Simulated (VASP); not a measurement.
Set up this calculation in VASP 6.6.1, as the native input.

| Quantity | Value |
| --- | --- |
| Task | single point |
| Functional | PBE |
| Dispersion | D3(BJ) |
| Potentials or basis | VASP PAW PBE potentials, release 64 (C) |
| Cutoff | 520 eV |
| k mesh | 21 × 21 × 12 |
| Occupations | gaussian, width 0.1 eV |
| Spin | no spin polarisation |
| Dipole correction | no |
| Further INCAR settings | ALGO = Normal; EDIFF = 1e-07; NBANDS = 11 |

The structure of C lies in POSCAR:

```
C
1.0
    2.5386690022      0.0000000000      0.0000000000
   -1.2693345011      2.1985518477      0.0000000000
    0.0000000000      0.0000000000      3.5101642408
C
2
Direct
    0.3333333333      0.6666666667      0.0000000000
    0.6666666667      0.3333333333      0.0000000000
```

This is a stacking variant of graphite.

The cell isn't the ideal one: biaxial strain in the a-b plane, c and atoms relaxed: +3.0 %.

These files were run (other wordings do the same):

INCAR

```
SYSTEM = C
ALGO = Normal
EDIFF = 1E-7
ENCUT = 520
GGA = PE
ISIF = 2
ISMEAR = 0
IVDW = 12
LASPH = .TRUE.
LCHARG = .TRUE.
LELF = .TRUE.
LREAL = .FALSE.
LVHAR = .TRUE.
LWAVE = .FALSE.
NBANDS = 11
NELM = 100
PREC = Accurate
SIGMA = 0.1
```

KPOINTS

```
k-points
0
G
  21 21 12
  0 0 0
```

Potentials or basis: VASP PAW PBE potentials, release 64 (C).

Run with:

```bash
$ cat potpaw_PBE.64/C/POTCAR > POTCAR
$ mpirun -np 1 vasp_std > vasp.out
```

It gave:

The pressure is -20.8 GPa, the band gap on the k mesh is none (metal or under the smearing width) and the dispersion energy per atom is -0.144 eV.

Caveat: so large a pressure means that the cell lies far from this level's equilibrium, or that cutoff or potentials fall short.

Run time: 33 s on 1 thread of AMD EPYC 9R45 96-Core Processor (Zen 5) (shared host), peak memory 0.15 GiB.
